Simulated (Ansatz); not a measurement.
**CdS: relaxed-ion elastic tensor**

Method: DFT PBE, scalar-relativistic, plane waves, PAW in Ansatz 0.2.0. Cutoff 420 eV, 8×8×8 k-points (Γ-centred), fixed occupations. No spin polarisation.

Relaxed structure:
```
Cd S
1.0
     0.00000    2.96333    2.96333
     2.96333    0.00000    2.96333
     2.96333    2.96333    0.00000
Cd S
1 1
Direct
  0.00000 0.00000 0.00000
  0.25000 0.25000 0.25000
```

It was relaxed at this level from a cell as deposited in COD.

(1) Give the relaxed-ion elastic constants (GPa, Voigt order xx yy zz yz xz xy, on the Cartesian axes of the cell above).

(2) Is the crystal stable against homogeneous strain?

(3) And the moduli of a polycrystal (Hill averages)?

## Answers

(1)
```
66.6 46.9 46.9  0.0  0.0  0.0
46.9 66.6 46.9  0.0  0.0  0.0
46.9 46.9 66.6  0.0  0.0  0.0
 0.0  0.0  0.0 25.8  0.0  0.0
 0.0  0.0  0.0  0.0 25.8  0.0
 0.0  0.0  0.0  0.0  0.0 25.8
```

(2) Yes: the least eigenvalue of the tensor is 19.7 GPa.

(3) B = 53 GPa, G = 18 GPa, E = 47 GPa, ν = 0.35.
